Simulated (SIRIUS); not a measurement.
Bi2Se3 (Paraguanajuatite) under changes of volume

One of the cells (27.810 Å³/atom); the others are scaled copies at fixed shape and fractional positions:

```
Bi Se
1.0
     2.05760    1.18795    9.48127
    -2.05760    1.18795    9.48127
     0.00000   -2.37591    9.48127
Bi Se
2 3
Direct
  0.59920 0.59920 0.59920
  0.40080 0.40080 0.40080
  0.78830 0.78830 0.78830
  0.21170 0.21170 0.21170
  0.00000 0.00000 0.00000
```

| Item | Value |
| --- | --- |
| Program | SIRIUS 7.12.0 |
| Functional | PBEsol |
| Potentials or basis | all-electron FP-LAPW |
| Cutoff | 167 eV |
| Basis | apw+lo standard |
| k mesh | 6 × 6 × 6 |
| Occupations | fermi-dirac, width 0.05 eV |
| Spin | no spin polarisation |

| volume (Å³/atom) | energy over the lowest point (meV/atom) | gap on the mesh (eV) |
| --- | --- | --- |
| 26.675 | ? | ? |
| 27.243 | 7.19 | 0.11 |
| 27.810 | 1.21 | 0.13 |
| 28.378 | 0.00 | 0.15 |
| 28.946 | 3.34 | 0.16 |

Q: What does the run at 26.675 Å³/atom give?

A: Energy over the lowest point 18.71 meV/atom; gap on the mesh 0.09 eV.

Worked out: A Birch-Murnaghan fit of order 2 (a polynomial in V^(-2/3)) to the other rows has its minimum at 28.23 Å³/atom with B0 = V·E''(V) = 64 GPa at fixed shape and positions, which overstates the stiffness. It gives 18.66 meV/atom at 26.675 Å³/atom, against the run's 18.71.

Energies are extrapolated to zero smearing.

Caveats: spin-orbit coupling is left out, which as a rule narrows the gap of such compounds by several tenths of an eV.

A mesh can miss the band edges.
